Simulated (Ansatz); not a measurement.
SiO2:

```
CELL_PARAMETERS angstrom
-2.83790 2.83790 5.66021
2.83790 -2.83790 5.66021
2.83790 2.83790 -5.66021
ATOMIC_POSITIONS crystal
Si 0.87500 0.26362 0.88862
Si 0.01362 0.62500 0.88862
Si 0.73638 0.12500 0.11138
Si 0.37500 0.98638 0.11138
O 0.63373 0.13373 0.50000
O 0.46788 0.96788 0.93575
O 0.03212 0.53212 0.06425
O 0.11627 0.11627 0.00000
O 0.88373 0.88373 0.00000
O 0.86627 0.36627 0.50000
O 0.28212 0.71788 0.00000
O 0.71788 0.28212 0.00000
```

The cell comes from a database or a generator and needn't be the stable form of this composition.

Base run:

| Item | Value |
| --- | --- |
| Program | Ansatz 0.2.0 |
| Functional | PBE |
| Potentials or basis | Ansatz PAW |
| Cutoff | 300 eV |
| Density cutoff | 1200 eV |
| k mesh | 7 × 7 × 7 |
| Occupations | fermi-dirac, width 0.05 eV |
| Spin | no spin polarisation |

Its results: band gap on the k mesh 4.78 eV, direct; pressure 0.0 GPa; largest force 0.047 eV/Å.

Question: The run is repeated on the same cell with these changes: cutoff from 300 eV to 420 eV (not typed: the program's choice for these potentials); k mesh from 7 × 7 × 7 to 4 × 4 × 4. What comes out?

Answer: Band gap on the k mesh 4.84 eV, direct; pressure -0.1 GPa; largest force 0.011 eV/Å.

Caveats: odd divisions of the mesh miss points on the zone boundary, where band edges often lie, so the gap on the mesh can be too wide (some runs); the pressure holds a Pulay correction of +19.3 GPa for the finite cutoff (some runs); the cutoff lies under the one recommended for these potentials (some runs).

A k mesh can miss the band edges.
